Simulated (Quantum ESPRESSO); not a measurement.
# PbSe (Pm-3m) in Quantum ESPRESSO: a series of runs, part 4 of 4

Quantum ESPRESSO 7.5.

**6. Phonons, PBEsol, target pressure 80 GPa, at which the enthalpy is minimised**

pw.in reads:

```
&CONTROL
  calculation = 'scf'
  prefix = 'pwscf'
  outdir = './tmp'
  pseudo_dir = './pseudo'
  tprnfor = .true.
  tstress = .true.
  disk_io = 'low'
/
&SYSTEM
  ibrav = 0
  nat = 2
  ntyp = 2
  ecutwfc = 45
  ecutrho = 360
  nbnd = 16
  occupations = 'smearing'
  smearing = 'mv'
  degauss = 0.01469973
/
&ELECTRONS
  conv_thr = 4d-10
  electron_maxstep = 120
  mixing_beta = 0.5
/
ATOMIC_SPECIES
Pb   207.2000 pb_pbesol_v1.uspp.F.UPF
Se    78.9710 se_pbesol_v1.uspp.F.UPF
CELL_PARAMETERS angstrom
   3.7843220000    0.0000000000    0.0000000000
   0.0000000000    3.7843220000    0.0000000000
   0.0000000000    0.0000000000    3.7843220000
ATOMIC_POSITIONS crystal
Pb     0.0000000000    0.0000000000    0.0000000000
Se     0.5000000000    0.5000000000    0.5000000000
K_POINTS automatic
7 7 7 0 0 0
```

relax.in reads:

```
&CONTROL
  calculation = 'vc-relax'
  prefix = 'pwscf'
  outdir = './tmp'
  pseudo_dir = './pseudo'
  tprnfor = .true.
  tstress = .true.
  disk_io = 'low'
  nstep = 40
  forc_conv_thr = 0.0001
  etot_conv_thr = 1d-06
/
&SYSTEM
  ibrav = 0
  nat = 2
  ntyp = 2
  ecutwfc = 45
  ecutrho = 360
  nbnd = 16
  occupations = 'smearing'
  smearing = 'mv'
  degauss = 0.01469973
/
&ELECTRONS
  conv_thr = 4d-10
  electron_maxstep = 120
  mixing_beta = 0.5
/
&IONS
  ion_dynamics = 'bfgs'
/
&CELL
  cell_dynamics = 'bfgs'
  press = 800
  press_conv_thr = 0.2
/
ATOMIC_SPECIES
Pb   207.2000 pb_pbesol_v1.uspp.F.UPF
Se    78.9710 se_pbesol_v1.uspp.F.UPF
CELL_PARAMETERS angstrom
   3.7843220000    0.0000000000    0.0000000000
   0.0000000000    3.7843220000    0.0000000000
   0.0000000000    0.0000000000    3.7843220000
ATOMIC_POSITIONS crystal
Pb     0.0000000000    0.0000000000    0.0000000000
Se     0.5000000000    0.5000000000    0.5000000000
K_POINTS automatic
7 7 7 0 0 0
```

scf2.in reads:

```
&CONTROL
  calculation = 'scf'
  prefix = 'pwscf'
  outdir = './tmp'
  pseudo_dir = './pseudo'
  tprnfor = .true.
  tstress = .true.
  disk_io = 'low'
/
&SYSTEM
  ibrav = 0
  nat = 2
  ntyp = 2
  ecutwfc = 45
  ecutrho = 360
  nbnd = 16
  occupations = 'smearing'
  smearing = 'mv'
  degauss = 0.01469973
/
&ELECTRONS
  conv_thr = 1d-13
  electron_maxstep = 120
  mixing_beta = 0.5
  startingpot = 'file'
  startingwfc = 'file'
/
ATOMIC_SPECIES
Pb   207.2000 pb_pbesol_v1.uspp.F.UPF
Se    78.9710 se_pbesol_v1.uspp.F.UPF
CELL_PARAMETERS angstrom
   3.1543046823    0.0000000000    0.0000000000
   0.0000000000    3.1543046823    0.0000000000
   0.0000000000    0.0000000000    3.1543046823
ATOMIC_POSITIONS crystal
Pb     0.0000000000    0.0000000000    0.0000000000
Se     0.5000000000    0.5000000000    0.5000000000
K_POINTS automatic
7 7 7 0 0 0
```

ph.in reads:

```
phonons of PbSe
&INPUTPH
  prefix = 'pwscf'
  outdir = './tmp'
  tr2_ph = 1d-16
  fildyn = 'dyn'
  niter_ph = 60
  alpha_mix(1) = 0.4
/
0.0000000000 0.0000000000 0.0000000000
```

dynmat.in reads:

```
&INPUT
  fildyn = 'dyn'
  asr = 'crystal'
  filout = 'dynmat.disp'
  fileig = 'dynmat.eig'
/
```

Potentials or basis: GBRV 1.5 PBEsol.

On the command line:

```
OMP_NUM_THREADS=1 pw.x -in pw.in > pw.out
OMP_NUM_THREADS=1 pw.x -in relax.in > relax.out
OMP_NUM_THREADS=1 pw.x -in scf2.in > scf2.out
OMP_NUM_THREADS=1 ph.x -in ph.in > ph.out
OMP_NUM_THREADS=1 dynmat.x -in dynmat.in > dynmat.out
```

pw.out:

```text
This program is part of the open-source Quantum ESPRESSO suite
     for quantum simulation of materials; please cite
[... 9 lines left out ...]
     --------------------
     sticks:   dense  smooth     PW     G-vecs:    dense   smooth      PW
     Sum        1473     741    221                42211    14939    2517

     Using Slab Decomposition

     bravais-lattice index     =            0
     lattice parameter (alat)  =       7.1513  a.u.
     unit-cell volume          =     365.7302 (a.u.)^3
     number of atoms/cell      =            2
     number of atomic types    =            2
     number of electrons       =        20.00
     number of Kohn-Sham states=           16
     kinetic-energy cutoff     =      45.0000  Ry
     charge density cutoff     =     360.0000  Ry
     scf convergence threshold =      4.0E-10
     mixing beta               =       0.5000
     number of iterations used =            8  plain     mixing
     Exchange-correlation= SLA  PW   PSX  PSC
                           (   1   4  10   8   0   0   0)

     celldm(1)=   7.151332  celldm(2)=   0.000000  celldm(3)=   0.000000
     celldm(4)=   0.000000  celldm(5)=   0.000000  celldm(6)=   0.000000

     crystal axes: (cart. coord. in units of alat)
               a(1) = (   1.000000   0.000000   0.000000 )
               a(2) = (   0.000000   1.000000   0.000000 )
               a(3) = (   0.000000   0.000000   1.000000 )

     reciprocal axes: (cart. coord. in units 2 pi/alat)
               b(1) = (  1.000000  0.000000  0.000000 )
               b(2) = (  0.000000  1.000000  0.000000 )
[... 81 lines left out ...]
     Minimization algorithm failed to find Fermi energy: reverting to bisection
     Possible cause: smearing is larger than the electronic band-gap.

     Threshold (ethr) on eigenvalues was too large:
     Diagonalizing with lowered threshold

     Davidson diagonalization with overlap
     ethr =  5.33E-04,  avg # of iterations =  1.0
     Minimization algorithm failed to find Fermi energy: reverting to bisection
     Possible cause: smearing is larger than the electronic band-gap.

     negative rho (up, down):  1.571E-02 0.000E+00

     total energy              =    -207.20387293 Ry
     estimated scf accuracy    <       0.10598589 Ry
[... 67 lines left out ...]
     iteration #  9     ecut=    45.00 Ry     beta= 0.50
     Davidson diagonalization with overlap
     ethr =  2.50E-12,  avg # of iterations =  5.7

     negative rho (up, down):  1.602E-02 0.000E+00

     End of self-consistent calculation

          k = 0.0000 0.0000 0.0000 (  1863 PWs)   bands (ev):

    -8.3609  -8.3609  -8.2107  -8.2107  -8.2107  -4.7395   1.3997   6.9885
     6.9885   6.9885  13.5424  13.5424  14.5236  14.5236  14.5236  16.5016
[... 93 lines left out ...]
    -8.3024  -8.2977  -8.2977  -8.1772  -8.1772  -2.8563   1.8288   5.6935
     5.9781   5.9781   8.2871   8.2871   9.1133  16.5165  20.8263  21.4419

     the Fermi energy is     8.4602 ev

!    total energy              =    -207.23826612 Ry
     estimated scf accuracy    <          4.5E-11 Ry
     smearing contrib. (-TS)   =       0.00044696 Ry
     internal energy E=F+TS    =    -207.23871307 Ry

     The total energy is F=E-TS. E is the sum of the following terms:
     one-electron contribution =     -34.44646050 Ry
     hartree contribution      =      30.48421704 Ry
     xc contribution           =     -92.39107906 Ry
     ewald contribution        =    -110.88539056 Ry

     convergence has been achieved in   9 iterations

     negative rho (up, down):  1.602E-02 0.000E+00

     Forces acting on atoms (cartesian axes, Ry/au):

     atom    1 type  1   force =     0.00000000    0.00000000    0.00000000
     atom    2 type  2   force =     0.00000000    0.00000000    0.00000000

     Total force =     0.000000     Total SCF correction =     0.000000

     Computing stress (Cartesian axis) and pressure

     negative rho (up, down):  1.602E-02 0.000E+00
          total   stress  (Ry/bohr**3)                   (kbar)     P=      -34.59
  -0.00023514   0.00000000   0.00000000          -34.59        0.00        0.00
   0.00000000  -0.00023514   0.00000000            0.00      -34.59        0.00
   0.00000000   0.00000000  -0.00023514            0.00        0.00      -34.59

=------------------------------------------------------------------------------=
   JOB DONE.
=------------------------------------------------------------------------------=
```

relax.out:

```text
This program is part of the open-source Quantum ESPRESSO suite
     for quantum simulation of materials; please cite
[... 9 lines left out ...]
     --------------------
     sticks:   dense  smooth     PW     G-vecs:    dense   smooth      PW
     Sum        1473     741    221                42211    14939    2517
[... 2040 lines left out ...]
   0.00543673   0.00000000   0.00000000          799.77        0.00        0.00
   0.00000000   0.00543673   0.00000000            0.00      799.77        0.00
   0.00000000   0.00000000   0.00543673            0.00        0.00      799.77

=------------------------------------------------------------------------------=
   JOB DONE.
=------------------------------------------------------------------------------=
```

scf2.out:

```text
This program is part of the open-source Quantum ESPRESSO suite
     for quantum simulation of materials; please cite
[... 9 lines left out ...]
     --------------------
     sticks:   dense  smooth     PW     G-vecs:    dense   smooth      PW
     Sum        1009     509    161                24405     8709    1503
[... 256 lines left out ...]
   0.00543680   0.00000000   0.00000000          799.78        0.00        0.00
   0.00000000   0.00543680   0.00000000            0.00      799.78        0.00
   0.00000000   0.00000000   0.00543680            0.00        0.00      799.78

=------------------------------------------------------------------------------=
   JOB DONE.
=------------------------------------------------------------------------------=
```

It took 3.1 min on 1 thread of Arm Neoverse V1, shared host; peak memory 0.19 GiB.

What came out:

| Property | Result |
| --- | --- |
| Free energy | -2816.5831 eV |
| Relaxed volume | 15.69 Å³/atom |
| Relaxed cell | a = 3.154 Å, b = 3.154 Å, c = 3.154 Å, α = 90.00°, β = 90.00°, γ = 90.00° |
| Space group after relaxing (to 0.05 Å) | Pm-3m (No. 221) |
| Pressure after relaxing | 80.0 GPa |
| Band gap on the k mesh | none (metal or under the smearing width) |
| Highest phonon frequency at Γ | 214 cm⁻¹ |

Step by step:
```
step  energy change (eV)  largest force (eV/Å)  pressure (GPa)  volume (Å³)
   1              0.0000                0.0000           -3.46        54.20
   2              1.4613                0.0000           43.13        35.60
   3              5.0977                0.0000          128.05        28.14
   4              2.7710                0.0000           73.95        31.93
   5              2.9968                0.0000           79.19        31.45
   6              3.0327                0.0000           80.02        31.38
   7              3.0314                0.0000           79.99        31.38
```

Final structure:
```
Pb Se
1.0
     3.15430    0.00000    0.00000
     0.00000    3.15430    0.00000
     0.00000    0.00000    3.15430
Pb Se
1 1
Direct
  0.00000 0.00000 0.00000
  0.50000 0.50000 0.50000
```

Phonon frequencies in cm⁻¹ (negative: imaginary):
| q point | frequencies |
| --- | --- |
| (0.000, 0.000, 0.000) | -10 -10 -10 214 214 214 |

Optical modes at Γ, degenerate ones joined:
| cm⁻¹ | components | symmetry | active in |
| --- | --- | --- | --- |
| 214 | 3 | T1u | IR |

Caveat: the mesh is thin for the phonons of a metal; the volume moved by over 15 % at a fixed basis, so the end points are rough; the cell is more than 3 GPa from zero pressure, which shifts response properties.

**7. The runs side by side**

| cell | gap on the mesh (eV) | pressure (GPa) |
| --- | --- | --- |
| relaxed | none | 0.0 |
| relaxed to 10 GPa | none | 10.0 |
| relaxed to 25 GPa | none | 24.9 |
| relaxed to 50 GPa | none | 50.0 |
| relaxed to 80 GPa | none | 80.0 |

Alike in all rows: task phonons; level PBEsol; potentials or basis GBRV 1.5 PBEsol; no spin polarisation; k mesh 7 × 7 × 7; cutoff (eV) 612; smearing cold 0.2 eV.

Caveats: the mesh is thin for the phonons of a metal; the volume moved by over 15 % at a fixed basis, so the end points are rough (some runs); the cell is more than 3 GPa from zero pressure, which shifts response properties (some runs); some modes are imaginary (some runs).

Total energies depend on the potentials used, so only differences within one code and one set of settings carry meaning.
